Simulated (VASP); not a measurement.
Here is a VASP 6.6.1 calculation.

The input INCAR:

```
SYSTEM = EuO
PREC = Accurate
ENCUT = 520
EDIFF = 1E-7
ISMEAR = -1
SIGMA = 0.05
LREAL = .False.
LASPH = .True.
NELM = 100
ALGO = Normal
ISIF = 2
LWAVE = .False.
LCHARG = .True.
ISPIN = 2
MAGMOM = 7 0
LORBIT = 11
LMAXMIX = 6
GGA = PE
LELF = .True.
LVHAR = .True.
NBANDS = 22
```

KPOINTS

```
regular mesh
0
Gamma
  9 9 9
  0 0 0
```

File POSCAR:

```
EuO
1.0
    0.0000000000      2.5719500000      2.5719500000
    2.5719500000      0.0000000000      2.5719500000
    2.5719500000      2.5719500000      0.0000000000
Eu O
1 1
Direct
    0.0000000000      0.0000000000      0.0000000000
    0.5000000000      0.5000000000      0.5000000000
```

Potentials or basis: VASP PAW PBE potentials, release 64 (Eu, O).

Launch:

```console
$ cat potpaw_PBE.64/Eu/POTCAR potpaw_PBE.64/O/POTCAR > POTCAR
$ mpirun -np 1 vasp_std > vasp.out
```

Q: Estimate the net moment.

A: 6.97 μB per cell.

Q: What does it give for the pressure?

A: -4.5 GPa.

Q: Estimate the site moments.

A: Eu +6.59; O -0.10 μB.

Caveat: spin-orbit coupling is left out, which moves the levels of the heavy elements; a cell with one magnetic atom can't hold antiferromagnetic order, which such compounds often take; without U or exact exchange the open f shell lies at the Fermi level, which spoils levels, moments and volumes. The state reached can hang on the start; a lower one may exist.

The gap isn't set beside the measured one, since this odd mesh misses points on the zone boundary.
